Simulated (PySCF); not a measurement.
We consider zinc-blende AlSb, described by PBE (PySCF, GTH pseudopotentials, Gaussian basis).

Cell (relaxed at this level):

Space group F-43m (No. 216); a = b = c = 6.244 Å, α = β = γ = 90.00°

| atom | site | symmetry | x | y | z |
|---|---|---|---|---|---|
| Al | 4a | -43m | 0.0000 | 0.0000 | 0.0000 |
| Sb | 4d | -43m | 0.7500 | 0.7500 | 0.7500 |
(The calculation used a cell of 2 atoms; values per cell refer to that cell.)

Q: Estimate the bulk modulus, cohesive energy and pressure derivative B′ of the bulk modulus that the calculation returns.

A: 
- bulk modulus = 48.7 GPa ± 1
- cohesive energy = 3.10 eV/atom ± 0.05
- pressure derivative B′ of the bulk modulus = 4.4

Measured, for comparison: bulk modulus 58.2 GPa (temperature not stated, no zero-point or thermal correction; as tabulated in Toher et al. (2017), arXiv:1611.05714); cohesive energy 3.31 eV/atom (zero-point energy (9/8 kB θD) added and atomic spin-orbit splittings removed, spin-orbit-averaged atoms; as tabulated in Paulus et al. (1996), arXiv:cond-mat/9605064). Computed (rounded) less measured: bulk modulus -16 %, cohesive energy -0.21 eV/atom.

A ± is the spread of the extrapolation or the statistical error.

Spin–orbit coupling is not included.

Static lattice: no zero-point or thermal effects.
